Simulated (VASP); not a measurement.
# Ta (I4/mmm) in VASP: further runs, part 2 of 2

VASP 6.6.1. Earlier steps stand in the parts before.

### 3 Single point, PBE (strain -0.025 along x and y, -0.050 along z, atoms carried along)

INCAR reads:

```
SYSTEM = Ta
PREC = Accurate
ENCUT = 520
EDIFF = 1E-6
ISMEAR = 0
SIGMA = 0.15
LREAL = .False.
LASPH = .True.
NELM = 100
ALGO = Fast
ISIF = 2
LWAVE = .False.
LCHARG = .False.
GGA = PE
NBANDS = 12
```

KPOINTS reads:

```
Automatic mesh
0
Gamma
  20 20 20
  0 0 0
```

POSCAR reads:

```
Ta
1.0
   -1.6099980000      1.6099980000      1.5687160000
    1.6099980000     -1.6099980000      1.5687160000
    1.6099980000      1.6099980000     -1.5687160000
Ta
1
Direct
    0.0000000000      0.0000000000      0.0000000000
```

Potentials or basis: VASP PAW PBE potentials, release 64 (Ta_pv).

Launch:

```console
$ cat potpaw_PBE.64/Ta_pv/POTCAR > POTCAR
$ mpirun -np 1 vasp_std > vasp.out
```

OUTCAR:

```text
SYSTEM = Ta
   PREC = Accurate
   ENCUT = 520
   EDIFF = 1E-6
   ISMEAR = 0
   LREAL = .False.
   LASPH = .True.
   NELM = 100
   ISIF = 2
   GGA = PE

 ion  position               nearest neighbor table
   1  0.000  0.000  0.000-

  LATTYP: Found a body centered tetragonal cell.
 ALAT       =     3.2199960000
 C/A-ratio  =     0.9743589744

  Lattice vectors:

 A1 = (  -1.6099980000,   1.6099980000,   1.5687160000)
 A2 = (   1.6099980000,  -1.6099980000,   1.5687160000)
 A3 = (   1.6099980000,   1.6099980000,  -1.5687160000)
[... 533 lines left out ...]
      4       1.4260      2.00000
      5       4.9593      2.00000
      6       6.3151      1.19719
      7      10.5065      0.00000
      8      11.2734      0.00000
      9      12.0050      0.00000
     10      20.9034      0.00000
     11      21.3873      0.00000
     12      23.1574      0.00000

 [... further k-points ...]
[... 5 lines left out ...]
  --------------------------------------------------------------------------------------
  -------------------------------------------------------------------------------------
  Total        2.8086757      2.8086757      3.2180285      0.0000000      0.0000000      0.0000000
  in kB      276.6668863    276.6668863    316.9899341      0.0000000      0.0000000      0.0000000
  external PRESSURE =     290.1079022 kB  Pullay stress =       0.0000000 kB

 VOLUME and BASIS-vectors are now :
 -----------------------------------------------------------------------------
  energy-cutoff  :      520.00
  volume of cell :       16.27
      direct lattice vectors                 reciprocal lattice vectors
    -1.609998000  1.609998000  1.568716000     0.000000000  0.310559392  0.318732008
     1.609998000 -1.609998000  1.568716000     0.310559392  0.000000000  0.318732008
     1.609998000  1.609998000 -1.568716000     0.310559392  0.310559392  0.000000000

 POSITION                                       TOTAL-FORCE (eV/Angst)
 -----------------------------------------------------------------------------------
      0.00000      0.00000      0.00000         0.000000      0.000000      0.000000
 -----------------------------------------------------------------------------------
    total drift:                                0.000000      0.000000     -0.000000

  FREE ENERGIE OF THE ION-ELECTRON SYSTEM (eV)
  ---------------------------------------------------
  free  energy   TOTEN  =       -11.6482159820 eV

  energy  without entropy=      -11.6345379325  energy(sigma->0) =      -11.64137696
```

Wall time 40 s (1 thread of Intel Xeon 6975P-C (Granite Rapids), shared host); peak memory 0.24 GiB.

Results:

| Quantity | Value |
| --- | --- |
| Free energy | -11.6482 eV |
| Pressure | 29.0 GPa |
| Band gap on the k mesh | none (metal or under the smearing width) |

Levels at points of the mesh, in eV from the Fermi level:
| k point | band 2 | band 3 | band 4 | band 5 | band 6 | band 7 | band 8 | band 9 |
| --- | --- | --- | --- | --- | --- | --- | --- | --- |
| (0.00, 0.00, 0.00) | -32.66 | -32.65 | -8.29 | 0.48 | 0.86 | 0.86 | 4.10 | 4.63 |
| (0.50, 0.00, 0.00) | -33.18 | -32.68 | -4.86 | -1.99 | 2.20 | 4.44 | 5.64 | 8.87 |
| (0.50, 0.50, 0.00) | -33.14 | -32.65 | -4.85 | -1.61 | 1.98 | 3.99 | 5.31 | 8.79 |
| (0.50, 0.50, 0.50) | -33.80 | -33.71 | -4.50 | -4.41 | 7.67 | 7.67 | 7.80 | 9.43 |

Caveat: so large a pressure means that the cell lies far from this level's equilibrium, or that cutoff or potentials fall short. Spin-orbit coupling is left out, which matters for the levels of Ta.

### 4 Single point, PBE (strain +0.050 along x and y, -0.050 along z, atoms carried along)

INCAR reads:

```
SYSTEM = Ta
PREC     = Accurate       ! precision mode
ENCUT    = 520            ! plane-wave cutoff, eV
EDIFF    = 1E-7           ! SCF threshold, eV
ISMEAR   = 0              ! smearing method
SIGMA    = 0.15           ! smearing width, eV
LREAL    = .FALSE.        ! projectors in reciprocal space
LASPH    = .TRUE.         ! aspherical terms in the spheres
NELM     = 100            ! most SCF steps
ALGO     = Fast           ! electronic algorithm
ISIF     = 2              ! what is computed and relaxed
LWAVE    = .FALSE.        ! write WAVECAR
LCHARG   = .TRUE.         ! write CHGCAR
GGA      = PE             ! functional
LELF     = .TRUE.         ! ELF
LVHAR    = .TRUE.       
NBANDS   = 12             ! bands
```

KPOINTS reads:

```
Automatic mesh
0
G
  20 20 20
  0 0 0
```

POSCAR reads:

```
Ta
1.0
   -1.7338440000      1.7338440000      1.5687160000
    1.7338440000     -1.7338440000      1.5687160000
    1.7338440000      1.7338440000     -1.5687160000
Ta
1
Direct
    0.0000000000      0.0000000000      0.0000000000
```

Launch:

```console
$ cat potpaw_PBE.64/Ta_pv/POTCAR > POTCAR
$ mpirun -np 1 vasp_std > vasp.out
```

Wall time 51 s (1 thread of Intel Xeon 6975P-C (Granite Rapids), shared host); peak memory 0.26 GiB.

It converged, with:

| Quantity | Value |
| --- | --- |
| Free energy | -11.7787 eV |
| Pressure | -4.8 GPa |
| Band gap on the k mesh | none (metal or under the smearing width) |

Stress tensor (GPa, compression positive):
```
-6.81  0.00  0.00
 0.00 -6.81  0.00
 0.00  0.00 -0.65
```

Levels at points of the mesh, in eV from the Fermi level:
```
           k point  band 3  band 4  band 5  band 6  band 7  band 8
(0.00, 0.00, 0.00)  -33.27   -7.77   -0.05    1.22    1.22    2.85
(0.50, 0.00, 0.00)  -33.34   -4.17   -1.81    1.64    3.68    5.50
(0.50, 0.50, 0.00)  -33.25   -4.28   -0.51    0.92    2.58    4.12
(0.50, 0.50, 0.50)  -33.84   -3.68   -3.46    6.34    6.34    6.72
```

The run has no spin-orbit coupling, so splittings on Ta are missing.

### 5 Overview

```csv
cell,further INCAR settings,gap on the mesh (eV),pressure (GPa)
"strain +0.025 along x and y, -0.025 along z, atoms carried along",ALGO = Fast; EDIFF = 1e-06; NBANDS = 12,none,-1.3
"strain -0.025 along x and y, -0.050 along z, atoms carried along",ALGO = Fast; EDIFF = 1e-06; NBANDS = 12,none,29.0
"strain +0.050 along x and y, -0.050 along z, atoms carried along",ALGO = Fast; EDIFF = 1e-07; NBANDS = 12,none,-4.8
```

Alike in all rows: task single point; level PBE; potentials or basis VASP PAW PBE potentials, release 64 (Ta_pv); no spin polarisation; k mesh 20 × 20 × 20; cutoff (eV) 520; smearing gaussian 0.15 eV.

Caveats: so large a pressure means that the cell lies far from this level's equilibrium, or that cutoff or potentials fall short (some runs).

Absolute energies hang on the potentials; compare differences alone.
